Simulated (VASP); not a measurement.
**From VASP inputs to Ansatz: BN (database structure)**

INCAR

```
LCHARG = .FALSE.
SIGMA = 0.01
ALGO = Normal
ENCUT = 520
NSW = 0
LWAVE = .FALSE.
NELM = 120
LREAL = .FALSE.
EDIFF = 1E-7
LASPH = .TRUE.
METAGGA = R2SCAN
ISMEAR = 0
NBANDS = 11
PREC = Accurate
IBRION = -1
ISIF = 2
```

KPOINTS

```
KPOINTS created by Atomic Simulation Environment
0
Gamma
12 12 12
0 0 0
```

KPOINTS_OPT

```
special points
11
Reciprocal
0.0000000000 0.0000000000 0.0000000000 1
-0.5000000000 -0.5000000000 -0.5000000000 1
-0.5000000000 -0.1994790226 -0.8005209774 1
-0.1994790226 0.1994790226 -0.5000000000 1
0.0000000000 0.0000000000 -0.5000000000 1
0.0000000000 0.3497395113 -0.3497395113 1
-0.3497395113 0.0000000000 -0.6502604887 1
-0.5000000000 0.0000000000 -0.5000000000 1
-0.1595832181 0.1595832181 -0.5000000000 1
-0.0104170000 0.2942710000 -0.3229170000 1
0.0000000000 0.5000000000 0.5000000000 1
```

POSCAR

```
B  N
 1.0000000000000000
     1.2501241103790561    0.7217594916313509    3.2533303711975869
    -1.2501241103790561    0.7217594916313509    3.2533303711975869
     0.0000000000000000   -1.4435189833120179    3.2533303711866459
 B   N
   1   1
Cartesian
  0.0000000000000001 -0.0000000000493008  9.7569467995754895
  0.0000000000000000 -0.0000000000164097  3.2475874398676758
```

VASP ran with the recommended PBE PAW datasets (8 valence electrons in the cell).

Task: Translate these files to an Ansatz input.

Result: 

```yaml
crystal:
  lattice:
    - [1.2501241104, 0.7217594916, 3.2533303712]
    - [-1.2501241104, 0.7217594916, 3.2533303712]
    - [0.0, -1.4435189833, 3.2533303712]
  atoms:
    - { symbol: B, position: [0.9996880823, 0.9996880823, 0.9996880823] }
    - { symbol: "N", position: [0.3327449177, 0.3327449177, 0.3327449177] }
kpoints:
  mp_grid: { grid: [12, 12, 12] }
  band_path:
    path:
      - [0.0, 0.0, 0.0]
      - [-0.5, -0.5, -0.5]
      - [-0.5, -0.1994790226, -0.8005209774]
      - [-0.1994790226, 0.1994790226, -0.5]
      - [0.0, 0.0, -0.5]
      - [0.0, 0.3497395113, -0.3497395113]
      - [-0.3497395113, 0.0, -0.6502604887]
      - [-0.5, 0.0, -0.5]
      - [-0.1595832181, 0.1595832181, -0.5]
      - [-0.010417, 0.294271, -0.322917]
      - [0.0, 0.5, 0.5]
    npoints: 1
hamiltonian:
  xc: r2scan
scf:
  occupations: { method: fixed }
  n_extra_bands: 4
output:
  forces: true
  stress: true
  eigenvalues: true
  write_density: true
  write_potential: true
  elf: true
  volumetric_format: npy
```

Other inputs would serve too.

```csv
,VASP,Ansatz
gap between bands v and c,4.68 eV,4.65 eV
least direct gap,5.40 eV,5.34 eV
pressure,1.1 GPa,0.6 GPa
```

The two codes use different PAW datasets and cutoffs. VASP's cell holds 8 valence electrons and Ansatz's 8. Ansatz's stress includes a Pulay correction; VASP's doesn't.
